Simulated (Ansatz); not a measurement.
**Ga: further runs on a relaxed guess, part 1 of 2**

This session takes a relaxed cell of Ga and sets out to fit an equation of state.

Method: DFT PBE, scalar-relativistic, plane waves, PAW, in Ansatz 0.2.0.

**1. The starting structure**

It takes space group Pm-3m (No. 221, cubic). Conventional cell: a = 2.716 Å, b = 2.716 Å, c = 2.716 Å, α = 90.00°, β = 90.00°, γ = 90.00°. Ga (site symmetry m-3m) has 6 Ga at 2.72 Å as nearest neighbours.

As a file:

```cif
data_structure
_symmetry_space_group_name_H-M 'Pm-3m'
_symmetry_Int_Tables_number 221
_cell_length_a 2.7165
_cell_length_b 2.7165
_cell_length_c 2.7165
_cell_angle_alpha 90.000
_cell_angle_beta 90.000
_cell_angle_gamma 90.000
_cell_volume 20.05
loop_
_atom_site_label
_atom_site_type_symbol
_atom_site_symmetry_multiplicity
_atom_site_Wyckoff_symbol
_atom_site_fract_x
_atom_site_fract_y
_atom_site_fract_z
_atom_site_occupancy
Ga1 Ga 1 b 0.50000 0.50000 0.50000 1
```

The cell was relaxed beforehand at this level, from a generated guess; it is a trial structure. At a tolerance of 0.05 Å it has space group Pm-3m (No. 221); it has 20.05 Å³/atom, an uncorrected energy of +0.08 eV/atom over the standard state and, on its mesh, gap none (metal).

**2. Volume × 0.97**

input.yaml reads:

```yaml
crystal:
  lattice:
    - [2.6887213522, 0.0, 0.0]
    - [0.0, 2.6887213522, 0.0]
    - [0.0, 0.0, 2.6896631174]
  atoms:
    - { symbol: Ga, position: [0.5, 0.5, 0.5] }
basis:
  ecutwfc: 420
kpoints:
  mp_grid: { grid: [20, 20, 20] }
hamiltonian:
  xc: pbe
scf:
  occupations: { method: gaussian, width: 0.1 }
output:
  forces: true
  stress: true
  eigenvalues: true
relax:
  adjacent_minimum: "off"
  f_tol: 0.01
  max_steps: 30
  cell: { stress_tol: 0.1, fix: [volume] }
```

Launch:

```bash
$ ansatz run input.yaml --threads 1 --pin off --max-ram 2560MiB --backend cpu --events-out ev --progress --plain --runs-dir out
```

The program printed, cut to the lines that bear on the results:

```text
Warning: RAYON_NUM_THREADS=1 ignored (pool sized by the plan → 1); use --threads N
[...]
Pseudopotentials: kind: paw
Pseudopotential: Ga, paw, valence charge 13, recommended cutoff 420 eV (normal), Ga.paw.azcp
Functional definition: PBE
[...]
Crystal: 1 atoms, lattice volume = 19.444 Å³
Basis set: ecut = 420 eV, 389 PW (Γ), exchange–correlation on 36×36×36 points (8 copies of the dense FFT grid, shifted against one another)
Bands: 11, of which v1, the nominal top of the filled ones, is band 7 counted from 1 (6 counted from 0)
Symmetry: 16 space group operations
Space group: P4/mmm (ITA 123), of the structure as read, at distance tolerance 2.7e-5 Å
k-points: 726 of 8000
[...]
SCF iter   1: F=—  HF=-3782.936297 eV  |F-HF|=—  |Δ(HF+E_count)|=         —  Δρ=8.32e-4  dr2=9.03e-5  ethr=1.77e-3  ⟨swp⟩=5.1  Hψ=48135  notcnv=0
[...]
relax step   1: F+E_penalty+E_count = -3782.93613981 eV  Δ(F+E_penalty+E_count) = +0.000e0 eV  max|allowed force component| = 0.000e0 eV/Å  Δτ_max = 0.0000 Å  P = +1.506 GPa  Ω = 19.444 Å³  fix = [volume]  reactions: volume +1.506 GPa  (6 SCF iters, dr2 threshold 1.00e-7 eV, accepted)
[...]
relax step   2: F+E_penalty+E_count = -3782.93613981 eV  Δ(F+E_penalty+E_count) = -3.733e-10 eV  max|allowed force component| = 0.000e0 eV/Å  Δτ_max = 0.0000 Å  P = +1.506 GPa  Ω = 19.444 Å³  fix = [volume]  reactions: volume +1.506 GPa  stress off target by 2.71e-2 GPa on what of the [...]
SCF converged after 3 iterations
Free energy (F): -3782.936140 eV
[...]
E sigma→0 (E₀):  -3782.935019 eV
Entropy (-TS):   -0.002242 eV (-2.242 meV/atom)
Fermi energy:    9.058811 eV
[...]
--- Forces (eV/Å), atoms counted from 1 ---
  atom   1  Ga     0.00000000     0.00000000     0.00000000
[...]
--- Stress (GPa, compression-positive) ---
        1.519440       0.000000       0.000000
        0.000000       1.519440       0.000000
        0.000000       0.000000       1.478831
  P = ⅓ Tr σ = 1.5059 GPa (15.059 kbar)
--- Band table (eV; the first three rows and the last of 726) ---
  k-point 0: bands = ["-6.0653", "-6.0648", "-5.5114", "-5.5114", "-5.5111", "-1.7046", "18.2157", "18.2300", "18.2300", "21.0507", "21.0587"]
[...]
--- Relaxed structure (1 steps of the walk, 1 accepted, 1 SCFs on fresh bases) ---
  F+E_penalty+E_count = -3782.93613981 eV   max|allowed force component| = 0.000e0 eV/Å   (the final SCF, on the basis selected at the relaxed cell)
  cell:  # Å, volume = 19.4442 Å³
    - [2.6887213522, 0.0, 0.0]
    - [0.0, 2.6887213522, 0.0]
    - [0.0, 0.0, 2.6896631174]
  atoms:
    - { symbol: Ga, position: [0.5, 0.5, 0.5] }
```

It took 17 s on 1 thread of Arm Neoverse V2, shared host; peak memory 0.45 GiB.

Step by step:

| step | energy from step 1 (eV/cell) | largest force component (eV/Å) | pressure (GPa) | volume (Å³) |
| --- | --- | --- | --- | --- |
| 1 | 0.0000 | 0.0000 | 1.51 | 19.44 |
| 2 | 0.0000 | 0.0000 | 1.51 | 19.44 |

Step 1 is the start. Step 2 repeats the geometry before it on a plane-wave basis chosen anew for that cell, so its energy need not be comparable with the rows above.

|  | before | after | change |
| --- | --- | --- | --- |
| a (Å) | 2.689 | 2.689 | 0.0 % |
| b (Å) | 2.689 | 2.689 | 0.0 % |
| c (Å) | 2.690 | 2.690 | 0.0 % |
| volume (Å³/atom) | 19.44 | 19.44 | 0.0 % |
| shortest distance (Å) | 2.689 | 2.689 | 0.0 % |
| space group (0.01 Å) | Pm-3m | Pm-3m | same |

**3. Point at V/V0 = 1.03**

input.yaml: that of step 2 with these lines changed.

```diff
@@ -2,5 +2,5 @@
   lattice:
-    - [2.6887213522, 0.0, 0.0]
-    - [0.0, 2.6887213522, 0.0]
-    - [0.0, 0.0, 2.6896631174]
+    - [2.7430535936, 0.0, 0.0]
+    - [0.0, 2.7430535936, 0.0]
+    - [0.0, 0.0, 2.7440143896]
   atoms:
@@ -19,2 +19,6 @@
   eigenvalues: true
+  write_density: true
+  write_potential: true
+  elf: true
+  volumetric_format: npy
 relax:
```

Launch:

```bash
$ ansatz run input.yaml --threads 1 --pin off --max-ram 2560MiB --backend cpu --events-out ev --progress --plain --runs-dir out
```

The program printed, cut to the lines that bear on the results:

```text
[...]
relax step   2: F+E_penalty+E_count = -3782.93662518 eV  Δ(F+E_penalty+E_count) = -2.055e-9 eV  max|allowed force component| = 0.000e0 eV/Å  Δτ_max = 0.0000 Å  P = -1.186 GPa  Ω = 20.647 Å³  fix = [volume]  reactions: volume -1.186 GPa  stress off target by 1.55e-2 GPa on what of the cell [...]
SCF converged after 3 iterations
Free energy (F): -3782.936625 eV
[...]
E sigma→0 (E₀):  -3782.935200 eV
Entropy (-TS):   -0.002850 eV (-2.850 meV/atom)
Fermi energy:    8.329150 eV
[...]
--- Forces (eV/Å), atoms counted from 1 ---
  atom   1  Ga     0.00000000     0.00000000     0.00000000
[...]
--- Stress (GPa, compression-positive) ---
       -1.177962       0.000000       0.000000
        0.000000      -1.177962       0.000000
        0.000000       0.000000      -1.201253
  P = ⅓ Tr σ = -1.1857 GPa (-11.857 kbar)
--- Band table (eV; the first three rows and the last of 726) ---
  k-point 0: bands = ["-6.7237", "-6.7233", "-6.2437", "-6.2437", "-6.2434", "-2.0376", "17.0700", "17.0836", "17.0836", "19.9402", "19.9478"]
[...]
--- Relaxed structure (1 steps of the walk, 1 accepted, 1 SCFs on fresh bases) ---
  F+E_penalty+E_count = -3782.93662518 eV   max|allowed force component| = 0.000e0 eV/Å   (the final SCF, on the basis selected at the relaxed cell)
  cell:  # Å, volume = 20.6469 Å³
    - [2.7430535936, 0.0, 0.0]
    - [0.0, 2.7430535936, 0.0]
    - [0.0, 0.0, 2.7440143896]
  atoms:
    - { symbol: Ga, position: [0.5, 0.5, 0.5] }
```

Run time: 17 s. Hardware: 1 thread of Arm Neoverse V2, shared host; peak memory 0.46 GiB.

Density in a lattice plane of the grid's cell (edges 2.74 and 2.74 Å, at 0.500 of the third edge), which holds Ga.

Values in e/Å³, 12 rows by 12 columns:
```
 0.10  0.11  0.13  0.17  0.22  0.25  0.26  0.25  0.22  0.17  0.13  0.11
 0.12  0.13  0.17  0.24  0.34  0.45  0.51  0.45  0.34  0.24  0.17  0.13
 0.15  0.17  0.24  0.38  0.67  1.13  1.46  1.13  0.67  0.38  0.24  0.17
 0.19  0.22  0.34  0.67  1.77  4.80  7.49  4.80  1.77  0.67  0.34  0.22
 0.24  0.25  0.45  1.13  4.80 17.63 29.97 17.63  4.80  1.13  0.45  0.25
 0.27  0.26  0.51  1.46  7.50 30.00 52.06 30.00  7.50  1.46  0.51  0.26
 0.24  0.25  0.45  1.13  4.80 17.63 29.97 17.63  4.80  1.13  0.45  0.25
 0.19  0.22  0.34  0.67  1.77  4.80  7.49  4.80  1.77  0.67  0.34  0.22
 0.15  0.17  0.24  0.38  0.67  1.13  1.46  1.13  0.67  0.38  0.24  0.17
 0.12  0.13  0.17  0.24  0.34  0.45  0.51  0.45  0.34  0.24  0.17  0.13
 0.10  0.11  0.13  0.17  0.22  0.25  0.26  0.25  0.22  0.17  0.13  0.11
 0.09  0.10  0.12  0.15  0.19  0.24  0.27  0.24  0.19  0.15  0.12  0.10
```
Columns run along the first of these edges and rows up along the second, over one cell in 12 and 12 even steps from the bottom left corner. Atoms in the plane (fractional): Ga at (0.50, 0.50).

ELF in the same plane.

Ten even steps from '0' (0.05) to '9' (0.49):
```
334456778888888887765443
344566777777777777766544
455666666555555566666655
666666555555555555566666
777665555444344455556677
877665554322122345556677
887655442100000124455678
987655431000000013455678
987655421001310012455678
987655320004940002355678
987655421001310012455678
987655431000000013455678
887655442100000124455678
877665554322122345556677
777665555444344455556677
666666555555555555566666
455666666555555566666655
344566777777777777766544
334456778888888887765443
333456788999999988765433
```
Columns run along the first of these edges and rows up along the second, over one cell in 24 and 20 even steps from the bottom left corner. Atoms in the plane (fractional): Ga at (0.50, 0.50).

Both are smooth fields of the valence electrons: close to the nuclei they are not physical.

Outside the cores ELF peaks at 0.48 on the Ga–Ga line, 1.4 Å from Ga.

**4. Changing settings: scf.algorithm direct_min**

input.yaml reads:

```yaml
crystal:
  lattice:
    - [2.7430535936, 0.0, 0.0]
    - [0.0, 2.7430535936, 0.0]
    - [0.0, 0.0, 2.7440143896]
  atoms:
    - { symbol: Ga, position: [0.5, 0.5, 0.5] }
basis:
  ecutwfc: 420
kpoints:
  mp_grid: { grid: [20, 20, 20] }
hamiltonian:
  xc: pbe
scf:
  occupations: { method: gaussian, width: 0.1 }
  algorithm: direct_min
output:
  forces: true
  eigenvalues: true
  stress: true
```

Launch:

```bash
$ ansatz run input.yaml --threads 1 --pin off --max-ram 2560MiB --backend cpu --events-out ev --progress --plain --runs-dir out
```

The program printed, cut to the lines that bear on the results:

```text
Warning: RAYON_NUM_THREADS=1 ignored (pool sized by the plan → 1); use --threads N
[...]
Pseudopotentials: kind: paw
Pseudopotential: Ga, paw, valence charge 13, recommended cutoff 420 eV (normal), Ga.paw.azcp
Functional definition: PBE
[...]
Crystal: 1 atoms, lattice volume = 20.647 Å³
Basis set: ecut = 420 eV, 437 PW (Γ), exchange–correlation on 40×40×40 points (8 copies of the dense FFT grid, shifted against one another)
Bands: 11, of which v1, the nominal top of the filled ones, is band 7 counted from 1 (6 counted from 0)
Symmetry: 16 space group operations
Space group: P4/mmm (ITA 123), of the structure as read, at distance tolerance 2.7e-5 Å
k-points: 726 of 8000
[...]
SCF iter   1: F=—  HF=-3782.936555 eV  |F-HF|=—  |Δ(HF+E_count)|=         —  Δρ=6.01e-4  dr2=5.19e-5  ethr=1.77e-3  ⟨swp⟩=8.1  Hψ=35091  notcnv=1
[...]
SCF converged after 4 iterations
Stability not checked: this state was not tested for a lower state beside it, because a direct minimisation reached the state, and no test of it is asked (direct_minimisation; see scf.lower_state_search)
Free energy (F): -3782.936625 eV
[...]
E sigma→0 (E₀):  -3782.935200 eV
Entropy (-TS):   -0.002850 eV (-2.850 meV/atom)
Fermi energy:    8.329144 eV
[...]
--- Forces (eV/Å), atoms counted from 1 ---
  atom   1  Ga     0.00000000    -0.00000000     0.00000000
[...]
--- Stress (GPa, compression-positive) ---
       -1.177942       0.000000       0.000000
        0.000000      -1.177942       0.000000
        0.000000       0.000000      -1.201232
  P = ⅓ Tr σ = -1.1857 GPa (-11.857 kbar)
--- Band table (eV; the first three rows and the last of 726) ---
  k-point 0: bands = ["-6.7237", "-6.7233", "-6.2437", "-6.2437", "-6.2434", "-2.0376", "17.0700", "17.0836", "17.0836", "19.9402", "19.9478"]
[...]
```

Wall time 14 s (1 thread of Arm Neoverse V2, shared host); peak memory 0.61 GiB.

| run | ending | energy change | pressure (GPa) | gap (eV) | force (eV/Å) | cycles | time |
| --- | --- | --- | --- | --- | --- | --- | --- |
| step 3 | converged | 0 | -1.2 | 0.00 | 0.00 | - | 17 s |
| variant | converged | 0.0 meV/atom | -1.2 | 0.00 | 0.00 | 4 | 14 s |

With the changed solver the energy agrees within 0.5 meV/atom.

**5. Point at V/V0 = 0.94**

input.yaml: that of step 3 with these lines changed.

```diff
@@ -2,5 +2,5 @@
   lattice:
-    - [2.7430535936, 0.0, 0.0]
-    - [0.0, 2.7430535936, 0.0]
-    - [0.0, 0.0, 2.7440143896]
+    - [2.6607118012, 0.0, 0.0]
+    - [0.0, 2.6607118012, 0.0]
+    - [0.0, 0.0, 2.6616437557]
   atoms:
@@ -19,6 +19,2 @@
   eigenvalues: true
-  write_density: true
-  write_potential: true
-  elf: true
-  volumetric_format: npy
 relax:
```

Launch:

```bash
$ ansatz run input.yaml --threads 1 --pin off --max-ram 2560MiB --backend cpu --events-out ev --progress --plain --runs-dir out
```

The program printed, cut to the lines that bear on the results:

```text
Warning: RAYON_NUM_THREADS=1 ignored (pool sized by the plan → 1); use --threads N
[...]
Pseudopotentials: kind: paw
Pseudopotential: Ga, paw, valence charge 13, recommended cutoff 420 eV (normal), Ga.paw.azcp
Functional definition: PBE
[...]
Crystal: 1 atoms, lattice volume = 18.843 Å³
Basis set: ecut = 420 eV, 365 PW (Γ), exchange–correlation on 36×36×36 points (8 copies of the dense FFT grid, shifted against one another)
Bands: 11, of which v1, the nominal top of the filled ones, is band 7 counted from 1 (6 counted from 0)
Symmetry: 16 space group operations
Space group: P4/mmm (ITA 123), of the structure as read, at distance tolerance 2.7e-5 Å
k-points: 726 of 8000
[...]
SCF iter   1: F=—  HF=-3782.927204 eV  |F-HF|=—  |Δ(HF+E_count)|=         —  Δρ=8.31e-4  dr2=9.06e-5  ethr=1.77e-3  ⟨swp⟩=5.1  Hψ=47748  notcnv=0
[...]
Free energy (F): -3782.927058 eV
[...]
E sigma→0 (E₀):  -3782.926059 eV
Entropy (-TS):   -0.001998 eV (-1.998 meV/atom)
Fermi energy:    9.451788 eV
[...]
--- Forces (eV/Å), atoms counted from 1 ---
  atom   1  Ga     0.00000000     0.00000000     0.00000000
[...]
--- Stress (GPa, compression-positive) ---
        3.414544       0.000000       0.000000
        0.000000       3.414544       0.000000
        0.000000       0.000000       3.363655
  P = ⅓ Tr σ = 3.3976 GPa (33.976 kbar)
--- Band table (eV; the first three rows and the last of 726) ---
  k-point 0: bands = ["-5.7062", "-5.7057", "-5.1099", "-5.1099", "-5.1096", "-1.5205", "18.8397", "18.8543", "18.8543", "21.6581", "21.6663"]
[...]
--- Relaxed structure (1 steps of the walk, 1 accepted, 1 SCFs on fresh bases) ---
  F+E_penalty+E_count = -3782.92705791 eV   max|allowed force component| = 0.000e0 eV/Å   (the final SCF, on the basis selected at the relaxed cell)
  cell:  # Å, volume = 18.8428 Å³
    - [2.6607118012, 0.0, 0.0]
    - [0.0, 2.6607118012, 0.0]
    - [0.0, 0.0, 2.6616437557]
  atoms:
    - { symbol: Ga, position: [0.5, 0.5, 0.5] }
```

It took 16 s on 1 thread of Arm Neoverse V2, shared host; peak memory 0.45 GiB.

Step by step:

| step | energy from step 1 (eV/cell) | largest force component (eV/Å) | pressure (GPa) | volume (Å³) |
| --- | --- | --- | --- | --- |
| 1 | 0.0000 | 0.0000 | 3.40 | 18.84 |
| 2 | 0.0000 | 0.0000 | 3.40 | 18.84 |

Step 1 is the start. Step 2 repeats the geometry before it on a plane-wave basis chosen anew for that cell, so its energy need not be comparable with the rows above.

|  | before | after | change |
| --- | --- | --- | --- |
| a (Å) | 2.661 | 2.661 | 0.0 % |
| b (Å) | 2.661 | 2.661 | 0.0 % |
| c (Å) | 2.662 | 2.662 | 0.0 % |
| volume (Å³/atom) | 18.84 | 18.84 | 0.0 % |
| shortest distance (Å) | 2.661 | 2.661 | 0.0 % |
| space group (0.01 Å) | Pm-3m | Pm-3m | same |

**6. Point at V/V0 = 1.06**

input.yaml: that of step 5 with these lines changed.

```diff
@@ -2,5 +2,5 @@
   lattice:
-    - [2.6607118012, 0.0, 0.0]
-    - [0.0, 2.6607118012, 0.0]
-    - [0.0, 0.0, 2.6616437557]
+    - [2.769430727, 0.0, 0.0]
+    - [0.0, 2.769430727, 0.0]
+    - [0.0, 0.0, 2.770400762]
   atoms:
```

Launch:

```bash
$ ansatz run input.yaml --threads 1 --pin off --max-ram 2560MiB --backend cpu --events-out ev --progress --plain --runs-dir out
```

The program printed, cut to the lines that bear on the results:

```text
Warning: RAYON_NUM_THREADS=1 ignored (pool sized by the plan → 1); use --threads N
[...]
Pseudopotentials: kind: paw
Pseudopotential: Ga, paw, valence charge 13, recommended cutoff 420 eV (normal), Ga.paw.azcp
Functional definition: PBE
[...]
Crystal: 1 atoms, lattice volume = 21.248 Å³
Basis set: ecut = 420 eV, 437 PW (Γ), exchange–correlation on 40×40×40 points (8 copies of the dense FFT grid, shifted against one another)
Bands: 11, of which v1, the nominal top of the filled ones, is band 7 counted from 1 (6 counted from 0)
Symmetry: 16 space group operations
Space group: P4/mmm (ITA 123), of the structure as read, at distance tolerance 2.8e-5 Å
k-points: 726 of 8000
[...]
SCF iter   1: F=—  HF=-3782.930313 eV  |F-HF|=—  |Δ(HF+E_count)|=         —  Δρ=8.29e-4  dr2=9.83e-5  ethr=1.77e-3  ⟨swp⟩=5.1  Hψ=47344  notcnv=0
[...]
Free energy (F): -3782.930130 eV
[...]
E sigma→0 (E₀):  -3782.928651 eV
Entropy (-TS):   -0.002958 eV (-2.958 meV/atom)
Fermi energy:    7.999191 eV
[...]
--- Forces (eV/Å), atoms counted from 1 ---
  atom   1  Ga     0.00000000    -0.00000000     0.00000000
[...]
--- Stress (GPa, compression-positive) ---
       -2.247948       0.000000       0.000000
        0.000000      -2.247948       0.000000
        0.000000       0.000000      -2.267158
  P = ⅓ Tr σ = -2.2544 GPa (-22.544 kbar)
--- Band table (eV; the first three rows and the last of 726) ---
  k-point 0: bands = ["-7.0304", "-7.0300", "-6.5826", "-6.5826", "-6.5824", "-2.1898", "16.5417", "16.5549", "16.5549", "19.4300", "19.4375"]
[...]
--- Relaxed structure (1 steps of the walk, 1 accepted, 1 SCFs on fresh bases) ---
  F+E_penalty+E_count = -3782.93013008 eV   max|allowed force component| = 0.000e0 eV/Å   (the final SCF, on the basis selected at the relaxed cell)
  cell:  # Å, volume = 21.2483 Å³
    - [2.769430727, 0.0, 0.0]
    - [0.0, 2.769430727, 0.0]
    - [0.0, 0.0, 2.770400762]
  atoms:
    - { symbol: Ga, position: [0.5, 0.5, 0.5] }
```

Run time: 17 s. Hardware: 1 thread of Arm Neoverse V2, shared host; peak memory 0.46 GiB.

The steps of the relaxation:

| step | energy from step 1 (eV/cell) | largest force component (eV/Å) | pressure (GPa) | volume (Å³) |
| --- | --- | --- | --- | --- |
| 1 | 0.0000 | 0.0000 | -2.25 | 21.25 |
| 2 | 0.0000 | 0.0000 | -2.25 | 21.25 |

Step 1 is the start. Step 2 repeats the geometry before it on a plane-wave basis chosen anew for that cell, so its energy need not be comparable with the rows above.

|  | before | after | change |
| --- | --- | --- | --- |
| a (Å) | 2.769 | 2.769 | 0.0 % |
| b (Å) | 2.769 | 2.769 | 0.0 % |
| c (Å) | 2.770 | 2.770 | 0.0 % |
| volume (Å³/atom) | 21.25 | 21.25 | 0.0 % |
| shortest distance (Å) | 2.769 | 2.769 | 0.0 % |
| space group (0.01 Å) | Pm-3m | Pm-3m | same |

**7. A further run, with the input changed**

input.yaml: that of step 6 with these lines changed.

```diff
@@ -15,6 +15,7 @@
   occupations: { method: gaussian, width: 0.1 }
+  convergence: { dr2_threshold: 0.0001 }
 output:
   forces: true
+  eigenvalues: true
   stress: true
-  eigenvalues: true
 relax:
```

Launch:

```bash
$ ansatz run input.yaml --threads 1 --pin off --max-ram 2560MiB --backend cpu --events-out ev --progress --plain --runs-dir out
```

The program printed, cut to the lines that bear on the results:

```text
Warning: scf.convergence.dr2_threshold = 1e-4 eV is looser than this run's default, which is 1e-7 eV or tighter. The error in the forces grows as the threshold's square root, so leave the key out unless less accurate forces are enough
Warning: relax.cell: scf.convergence.dr2_threshold = 1e-4 eV is looser than the 4e-10 eV advised for a relaxation that steers and ends on the stress (1e-10 eV for each atom of the cell: 1, times the square of relax.cell.stress_tol = 0.1 GPa over its default 0.05). What an SCF threshold [...]
Warning: RAYON_NUM_THREADS=1 ignored (pool sized by the plan → 1); use --threads N
[...]
Pseudopotentials: kind: paw
Pseudopotential: Ga, paw, valence charge 13, recommended cutoff 420 eV (normal), Ga.paw.azcp
Functional definition: PBE
[...]
Crystal: 1 atoms, lattice volume = 21.248 Å³
Basis set: ecut = 420 eV, 437 PW (Γ), exchange–correlation on 40×40×40 points (8 copies of the dense FFT grid, shifted against one another)
Bands: 11, of which v1, the nominal top of the filled ones, is band 7 counted from 1 (6 counted from 0)
Symmetry: 16 space group operations
[...]
SCF converged after 2 iterations
Free energy (F): -3782.930130 eV
[...]
E sigma→0 (E₀):  -3782.928651 eV
Entropy (-TS):   -0.002958 eV (-2.958 meV/atom)
Fermi energy:    7.999187 eV
[...]
--- Forces (eV/Å), atoms counted from 1 ---
  atom   1  Ga     0.00000000     0.00000000     0.00000000
[...]
--- Stress (GPa, compression-positive) ---
       -2.247931       0.000000       0.000000
        0.000000      -2.247931       0.000000
        0.000000       0.000000      -2.267140
  P = ⅓ Tr σ = -2.2543 GPa (-22.543 kbar)
--- Band table (eV; the first three rows and the last of 726) ---
  k-point 0: bands = ["-7.0304", "-7.0301", "-6.5827", "-6.5827", "-6.5824", "-2.1898", "16.5417", "16.5549", "16.5549", "19.4300", "19.4375"]
[...]
--- Relaxed structure (1 steps of the walk, 1 accepted, 1 SCFs on fresh bases) ---
  F+E_penalty+E_count = -3782.93013008 eV   max|allowed force component| = 0.000e0 eV/Å   (the final SCF, on the basis selected at the relaxed cell)
  cell:  # Å, volume = 21.2483 Å³
    - [2.769430727, 0.0, 0.0]
    - [0.0, 2.769430727, 0.0]
    - [0.0, 0.0, 2.770400762]
  atoms:
    - { symbol: Ga, position: [0.5, 0.5, 0.5] }
```

It took 17 s on 1 thread of Arm Neoverse V2, shared host; peak memory 0.45 GiB.

**8. Can this result be trusted?**

The program finished normally, with warnings (force scf threshold loose, stress scf threshold loose). Its log warns: «scf.convergence.dr2_threshold = 1e-4 eV is looser than this run's default, which is 1e-7 eV or tighter. The error in the forces grows as the threshold's square root ...»

The threshold asked is loose, but the program put off the close and ended at dr2 = 9.0e-11, so little accuracy was lost here.

The way back: delete scf.convergence.dr2_threshold (the default then holds).

| run | ending | energy change | pressure (GPa) | gap (eV) | force (eV/Å) | cycles | time |
| --- | --- | --- | --- | --- | --- | --- | --- |
| step 6 | converged | 0 | -2.3 | 0.00 | 0.00 | - | 17 s |
| altered | converged | 0.0 meV/atom | -2.3 | 0.00 | 0.00 | - | 17 s |

With the changed convergence setting the energy agrees within 0.5 meV/atom.

(Continued in part 2 of 2.)
